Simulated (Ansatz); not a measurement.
Here is an Ansatz 0.2.0 calculation.

The input input.yaml:

```yaml
crystal:
  lattice:
    - [2.8549554371, 0.0, 0.0]
    - [-1.4274777185, 2.4724639352, 0.0]
    - [0.0, 0.0, 10.2217427273]
  atoms:
    - { symbol: Mn, position: [0.0, 0.0, 0.5], spin: -2.09 }
    - { symbol: Mn, position: [0.0, 0.0, 0.0], spin: 4.04 }
    - { symbol: O, position: [0.6666666667, 0.3333333333, 0.40685645] }
    - { symbol: O, position: [0.6666666667, 0.3333333333, 0.09314355] }
    - { symbol: O, position: [0.3333333333, 0.6666666667, 0.59314355] }
    - { symbol: O, position: [0.3333333333, 0.6666666667, 0.90685645] }
hamiltonian:
  xc: pbesol
  pseudopotentials: { kind: paw }
magnetization:
  spin_polarized: true
kpoints:
  mp_grid: { grid: [11, 11, 3] }
scf:
  occupations: { method: fermi_dirac, width: 0.05 }
output:
  forces: true
  stress: true
  eigenvalues: true
```

Potentials or basis: Ansatz PAW.

Run with:

```sh
$ ansatz run input.yaml --threads 2 --pin off --max-ram 5632MiB --backend cpu --events-out ev --progress --plain --runs-dir out
```

Problem. Estimate the absolute moment.

Solution. 6.07 μB per cell.

Problem. Predict the pressure.

Solution. -2.3 GPa.

Problem. What does it give for the net moment?

Solution. 0.00 μB per cell.

Forces in eV/Å, atoms in the order of the input:
```
Mn   0.000  0.000  0.000
Mn   0.000  0.000  0.000
O    0.000  0.000  0.190
O    0.000  0.000 -0.190
O    0.000  0.000 -0.190
O    0.000  0.000  0.190
```

Caveat: odd divisions of the mesh miss points on the zone boundary, where band edges often lie, so the gap on the mesh can be too wide; the pressure holds a Pulay correction of +0.7 GPa for the finite cutoff; the PAW data sets come from PBE, with cores solved anew for the run's functional, which leaves a small shift of forces and pressure.
